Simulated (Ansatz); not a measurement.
Crystal: TaN.

```
Ta N
1.0
     2.93800    0.00000    0.00000
    -1.46900    2.54438    0.00000
     0.00000    0.00000    2.88300
Ta N
1 1
Direct
  0.33333 0.66667 0.50000
  0.00000 0.00000 0.00000
```

```yaml
Program: Ansatz 0.2.0
Task: relaxation of cell and atoms
Functional: PBE
Potentials_or_basis: Ansatz PAW
Cutoff: "420 eV (not typed: the program's choice for these potentials)"
k_mesh: 10 × 10 × 9
Occupations: fermi-dirac, width 0.05 eV
Spin: no spin polarisation
```

At the start: volume 10.78 Å³/atom.

Problem. How do energy, volume and symmetry change on relaxing?

Solution. It ends after 7 steps and the volume is 10.92 Å³/atom (+1.3 %); space group P-6m2 (No. 187, to 0.05 Å).

Step by step:
```
step  energy change (eV)  largest force (eV/Å)  volume (Å³)
   1              0.0000                0.0000        21.55
   2             -0.0014                0.0000        22.00
   3             -0.0031                0.0000        21.84
   4             -0.0034                0.0000        21.84
   5             -0.0042                0.0000        21.84
   6             -0.0042                0.0000        21.84
   7             -0.0042                0.0000        21.84
```

Final structure:
```yaml
crystal:
  lattice:
    - [2.95033, 0.00000, 0.00000]
    - [-1.47516, 2.55506, 0.00000]
    - [0.00000, 0.00000, 2.89749]
  atoms:
    - { symbol: Ta, position: [0.33333, 0.66667, 0.50000] }
    - { symbol: N, position: [0.00000, 0.00000, 0.00000] }
```

Caveat: the plane-wave basis is chosen anew once the cell has moved, so the energies of steps on either side of that aren't comparable; the pressure holds a Pulay correction of +0.5 GPa for the finite cutoff.
